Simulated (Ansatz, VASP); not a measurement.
**Mg2H3 in VASP and in Ansatz**

```
CELL_PARAMETERS angstrom
2.68981 1.55296 4.17381
-2.68981 1.55296 4.17381
0.00000 -3.10593 4.17381
ATOMIC_POSITIONS crystal
Mg 0.86880 0.86880 0.86880
Mg 0.63120 0.63120 0.63120
Mg 0.13120 0.13120 0.13120
Mg 0.36880 0.36880 0.36880
H 0.02600 0.47400 0.75000
H 0.75000 0.02600 0.47400
H 0.47400 0.75000 0.02600
H 0.97400 0.52600 0.25000
H 0.25000 0.97400 0.52600
H 0.52600 0.25000 0.97400
```

Alike in both runs: functional PBE; k mesh 12 × 12 × 12; occupations gaussian, width 0.1 eV; no spin polarisation.

Ansatz relaxed the structure, and its values are those at the end. VASP's run is a single point on that final structure, the one shown.

```csv
,VASP,Ansatz
version,VASP 6.6.1,Ansatz 0.2.0
potentials or method,"VASP PAW PBE potentials, release 64 (Mg, H)","scalar-relativistic, plane waves, PAW"
plane-wave cutoff (eV),520,420
valence electrons in the cell,14,46
```

```tsv
	VASP	Ansatz	Ansatz less VASP
gap on the k mesh at the Fermi level (eV)	none	none	-
pressure (GPa)	-0.3	0.0	+0.29
```

A gap of «none» marks a metal or a gap that the smearing closes. With one functional, cell and mesh, what is left measures potentials, basis and numerics. The two sets of potentials don't hold the same shells in valence.
